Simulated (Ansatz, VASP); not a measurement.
## Two plane-wave programs on SnSe

File INCAR:

```
SYSTEM = SnSe
PREC = Accurate
ENCUT = 520
EDIFF = 1E-7
ISMEAR = 0
SIGMA = 0.05
LREAL = .FALSE.
LASPH = .TRUE.
NELM = 100
ALGO = Fast
ISIF = 2
LWAVE = .FALSE.
LCHARG = .TRUE.
GGA = PE
IVDW = 12
LELF = .TRUE.
LVHAR = .TRUE.
NBANDS = 28
```

KPOINTS

```
regular mesh
0
G
  8 8 4
  0 0 0
```

Contents of POSCAR:

```
SnSe
1.0
    4.2161971463      0.0000000000      0.0000000000
    0.0000000000      4.2161971463      0.0000000000
    0.0000000000      0.0000000000     11.3540614930
Sn Se
2 2
Direct
    0.5000000000      0.0000000000      0.3722291100
    0.0000000000      0.5000000000      0.6277708900
    0.5000000000      0.0000000000      0.6160394900
    0.0000000000      0.5000000000      0.3839605100
```

Input for Ansatz:

```yaml
crystal:
  lattice:
    - [4.2161971463, 0.0, 0.0]
    - [0.0, 4.2161971463, 0.0]
    - [0.0, 0.0, 11.354061493]
  atoms:
    - { symbol: Sn, position: [0.5, 0.0, 0.37222911] }
    - { symbol: Sn, position: [0.0, 0.5, 0.62777089] }
    - { symbol: Se, position: [0.5, 0.0, 0.61603949] }
    - { symbol: Se, position: [0.0, 0.5, 0.38396051] }
basis:
  ecutwfc: 420
kpoints:
  mp_grid: { grid: [8, 8, 4] }
hamiltonian:
  xc: pbe
  dispersion: d3bj
scf:
  occupations: { method: gaussian, width: 0.05 }
output:
  forces: true
  stress: true
  eigenvalues: true
```

Alike in both runs: task single point; functional PBE; dispersion D3(BJ); k mesh 8 × 8 × 4; occupations gaussian, width 0.05 eV; no spin polarisation.

```csv
,VASP,Ansatz
version,VASP 6.6.1,Ansatz 0.2.0
potentials or method,"VASP PAW PBE potentials, release 64 (Sn_d, Se)","scalar-relativistic, plane waves, PAW"
plane-wave cutoff (eV),520,420
valence electrons in the cell,40,60
```

|  | VASP | Ansatz | Ansatz less VASP |
| --- | --- | --- | --- |
| gap on the k mesh at the Fermi level (eV) | 1.04 | 1.05 | +0.008 |
| least direct gap on the mesh (eV) | 1.05 | 1.05 | +0.006 |
| rms of the force components (eV/Å) | 0.113 | 0.119 | +0.0061 |

Atom by atom the forces differ by 0.006 eV/Å (rms over components). The two sets of potentials don't hold the same shells in valence.

Caveats: spin-orbit coupling is left out, which moves the levels of the heavy elements.
